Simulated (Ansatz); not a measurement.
CdS: rattling a relaxed structure

The cell was reached from a generator's guess, though it ends in a space group that the Crystallography Open Database lists for this formula.

Computed with DFT PBE, scalar-relativistic, plane waves, PAW in Ansatz. Cutoff 420 eV; k points 6×6×4 on the computed 4-atom cell (Γ-centred); Gaussian smearing, width 0.02 eV; no spin polarisation.

The cell below (4 atoms, space group P6_3mc (No. 186)) is relaxed within its symmetry.

```
CELL_PARAMETERS angstrom
4.19845 0.00000 0.00000
-2.09922 3.63596 0.00000
0.00000 0.00000 6.82248
ATOMIC_POSITIONS crystal
Cd 0.66667 0.33333 0.18833
Cd 0.33333 0.66667 0.68833
S 0.66667 0.33333 0.81152
S 0.33333 0.66667 0.31152
```

For the test a repeat of it with 8 atoms (edges 4.20, 4.20, 13.64 Å) was strained at random (σ = 1.5 % a component), the atoms were moved at random (σ = 0.05 Å), and all was relaxed again on a coarse 6×6×1 mesh (in the run’s order of axes) with 0.10 eV smearing, with no symmetry imposed.

**Question.** What happens?

**Answer.** It returns, within 1 meV/atom of the unmoved cell on that mesh and with the same symmetry when read at 0.1 Å (P1 at 0.01 Å, so small strains and shifts remain). No instability shows in this cell; modes of other wave vectors, which need another repeat, aren't tested.
